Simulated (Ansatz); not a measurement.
The parent structure is LaAlO3 (space group R-3c, No. 167; a = 5.3529 Å, c = 13.0480 Å (hexagonal axes)).

Computed with Ansatz (a quantum-chemistry and plane-wave program), PBEsol, PAW, cutoff 420 eV, no SOC, earlier PAW set.

Base values:

Band gap: 3.94 eV
Volume per atom: 10.79 Å³

The change: a negative pressure, −2 GPa.

Question: How does this affect the band gap?

Answer: The band gap grows by 0.015 eV, from 3.94 eV to 3.95 eV.

Question: What does the calculation give for the volume per atom after the change?

Answer: The volume per atom rises by 0.114 Å³, from 10.79 Å³ to 10.91 Å³.

Load acts through the strain it causes; cell and atoms are relaxed under it. Stability against distortions was not tested.
